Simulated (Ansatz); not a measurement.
# TiSe2: the cost of one run

Program: Ansatz 0.2.0. Level of theory: DFT LDA+D3(BJ), scalar-relativistic, plane waves, PAW. These are calculated values, not measurements.

A COD entry behind a cell of this session may itself be a prediction, so a difference from it is no test against experiment.

16 further runs of the same task are left out: 16 set aside as unsound or not needed.

**1. Starting point**

The structure is trigonal, space group P-3m1 (No. 164). The conventional cell has a = 3.373 Å, b = 3.373 Å, c = 5.601 Å, α = 90.00°, β = 90.00°, γ = 120.00°. Ti (site symmetry -3m) has 6 Se at 2.49 Å as nearest neighbours. Around Se (site symmetry 3m) lie 3 Ti at 2.49 Å.

Structure file:

```
CELL_PARAMETERS angstrom
3.37332 0.00000 0.00000
-1.68666 2.92138 0.00000
0.00000 0.00000 5.60094
ATOMIC_POSITIONS crystal
Ti 0.00000 0.00000 0.00000
Se 0.33333 0.66667 0.27621
Se 0.66667 0.33333 0.72379
```

This cell was relaxed beforehand with the same method: volume 18.40 Å³/atom, gap on the mesh none (metal).

**2. What is varied**

The energy is mapped over the lattice constants a and c of the conventional cell.

- lattice constant a (and b): 7 values from 3.272 to 3.474 Å
- lattice constant c: 7 values from 4.39 to 6.81 Å

Nothing else is relaxed (fractional coordinates fixed). Energies count from the relaxed crystal. Points are written as (first, second).

**3. The run at (3.272 Å, 4.79 Å)**

Input file input.yaml:

```yaml
crystal:
  lattice:
    - [3.2721, 0.0, 0.0]
    - [-1.63605, 2.8337217237, 0.0]
    - [0.0, 0.0, 4.7944]
  atoms:
    - { symbol: Ti, position: [0.0, 0.0, 0.0] }
    - { symbol: Se, position: [0.3333333333, 0.6666666667, 0.2762066462] }
    - { symbol: Se, position: [0.6666666667, 0.3333333333, 0.7237933538] }
basis:
  ecutwfc: 520.0
kpoints:
  mp_grid: { grid: [15, 15, 8] }
hamiltonian:
  xc: lda
  pseudopotentials: { kind: paw }
  dispersion: d3bj
scf:
  occupations: { method: gaussian, width: 0.15 }
output:
  forces: true
  stress: true
  eigenvalues: true
```

Launch:

```bash
$ ansatz run input.yaml --threads 2 --pin off --max-ram 4096MiB --backend cpu --events-out ev --progress --plain --runs-dir out
```

**Question.** How long does this run take on 2 threads of Arm Neoverse N1, shared host, and how much memory does it need?

About 13 s, with a peak of 0.5 GiB.
